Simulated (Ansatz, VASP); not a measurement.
**BeTe: VASP beside Ansatz**

File INCAR:

```
SYSTEM = BeTe
  PREC = Accurate
  ENCUT = 520
  EDIFF = 1E-7
  ISMEAR = -5
  SIGMA = 0.1
  LREAL = .FALSE.
  LASPH = .TRUE.
  NELM = 100
  ALGO = Normal
  ISIF = 2
  LWAVE = .FALSE.
  LCHARG = .FALSE.
  GGA = PE
  NBANDS = 11
```

The input KPOINTS:

```
Automatic mesh
0
G
  11 11 11
  0 0 0
```

Contents of POSCAR:

```
BeTe
1.0
    0.0000000000      2.7700000000      2.7700000000
    2.7700000000      0.0000000000      2.7700000000
    2.7700000000      2.7700000000      0.0000000000
Be Te
1 1
Direct
    0.0000000000      0.0000000000      0.0000000000
    0.7500000000      0.7500000000      0.7500000000
```

Input for Ansatz:

```yaml
crystal:
  lattice:
    - [0.0, 2.77, 2.77]
    - [2.77, 0.0, 2.77]
    - [2.77, 2.77, 0.0]
  atoms:
    - { symbol: Be, position: [0.0, 0.0, 0.0] }
    - { symbol: Te, position: [0.75, 0.75, 0.75] }
kpoints:
  mp_grid: { grid: [11, 11, 11] }
scf:
  occupations: { method: tetrahedron }
hamiltonian:
  xc: pbe
  pseudopotentials: { kind: all_electron, lapw: { basis_error: 0.0005 } }
output:
  forces: true
  stress: true
  eigenvalues: true
```

Alike in both runs: task single point; functional PBE; k mesh 11 × 11 × 11; occupations tetrahedron; no spin polarisation.

|  | VASP | Ansatz |
| --- | --- | --- |
| version | VASP 6.6.1 | Ansatz 0.2.0 |
| potentials or method | VASP PAW PBE potentials, release 64 (Be, Te) | all-electron LAPW, scalar-relativistic |
| plane-wave cutoff (eV) | 520 | see its input |

```tsv
	VASP	Ansatz	Ansatz less VASP
gap on the k mesh at the Fermi level (eV)	1.87	1.89	+0.016
pressure (GPa)	4.5	4.3	-0.18
```

Ansatz ran all-electron here, so the differences hold the error of VASP's frozen core and of both bases. Ansatz warned: «band_table_not_solved_further».

Caveats: spin-orbit coupling is left out, which moves the levels of the heavy elements; an odd mesh through Γ misses points on the zone boundary, where band edges often lie.
